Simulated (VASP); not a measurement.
Set up this calculation in VASP 6.6.1, as the native input.

* Task: band structure
* Functional: TB-mBJ
* Potentials or basis: VASP PAW PBE potentials, release 64 (Si)
* Cutoff: 520 eV
* k mesh: 8 × 8 × 10
* Occupations: fermi-dirac, width 0.05 eV
* Spin: no spin polarisation
* Further INCAR settings: ALGO = Normal; EDIFF = 1e-06

The system is Si.

```
CELL_PARAMETERS angstrom
4.12095 0.00000 0.00000
-2.06047 3.56885 0.00000
0.00000 0.00000 2.65479
ATOMIC_POSITIONS crystal
Si 0.33333 0.66667 0.50000
Si 0.66667 0.33333 0.50000
```

The cell was built by a generator and needn't be a form met in nature.

One way to write it, as run:

POSCAR

```
Si
1.0
    4.1209500000      0.0000000000      0.0000000000
   -2.0604700000      3.5688500000      0.0000000000
    0.0000000000      0.0000000000      2.6547900000
Si
2
Direct
    0.3333300000      0.6666700000      0.5000000000
    0.6666700000      0.3333300000      0.5000000000
```

INCAR.step1

```
PREC = Accurate
ENCUT = 520
EDIFF = 1E-5
ISMEAR = -1
SIGMA = 0.05
LREAL = False
LASPH = True
NELM = 60
ALGO = Normal
ISIF = 2
LWAVE = True
LCHARG = False
GGA = PE
```

INCAR.step2

```
PREC = Accurate
ENCUT = 520
EDIFF = 1E-6
ISMEAR = -1
SIGMA = 0.05
LREAL = False
LASPH = True
NELM = 60
ALGO = Normal
ISIF = 2
LWAVE = False
LCHARG = False
METAGGA = MBJ
ISTART = 1
```

KPOINTS

```
regular mesh
0
Gamma
  8 8 10
```

KPOINTS_OPT

```
path GMKGALHA,LM,KH
10
line-mode
reciprocal
 0.0000000000  0.0000000000  0.0000000000  G
 0.5000000000  0.0000000000  0.0000000000  M

 0.5000000000  0.0000000000  0.0000000000  M
 0.3333333333  0.3333333333  0.0000000000  K

 0.3333333333  0.3333333333  0.0000000000  K
 0.0000000000  0.0000000000  0.0000000000  G

 0.0000000000  0.0000000000  0.0000000000  G
 0.0000000000  0.0000000000  0.5000000000  A

 0.0000000000  0.0000000000  0.5000000000  A
 0.5000000000  0.0000000000  0.5000000000  L

 0.5000000000  0.0000000000  0.5000000000  L
 0.3333333333  0.3333333333  0.5000000000  H

 0.3333333333  0.3333333333  0.5000000000  H
 0.0000000000  0.0000000000  0.5000000000  A

 0.5000000000  0.0000000000  0.5000000000  L
 0.5000000000  0.0000000000  0.0000000000  M

 0.3333333333  0.3333333333  0.0000000000  K
 0.3333333333  0.3333333333  0.5000000000  H
```

Potentials or basis: VASP PAW PBE potentials, release 64 (Si).

The run is started by

```console
$ cat potpaw_PBE.64/Si/POTCAR > POTCAR
$ cp INCAR.step1 INCAR
$ mpirun -np 1 vasp_std > vasp.out
$ cp INCAR.step2 INCAR
$ mpirun -np 1 vasp_std > vasp.out
```

It gave:

The band gap along the path is none (metal or under the smearing width).

Run time: 100 s on 1 thread of Intel(R) Xeon(R) Platinum 8175M CPU @ 2.50GHz (Skylake/Cascade Lake) (shared host), peak memory 0.19 GiB.
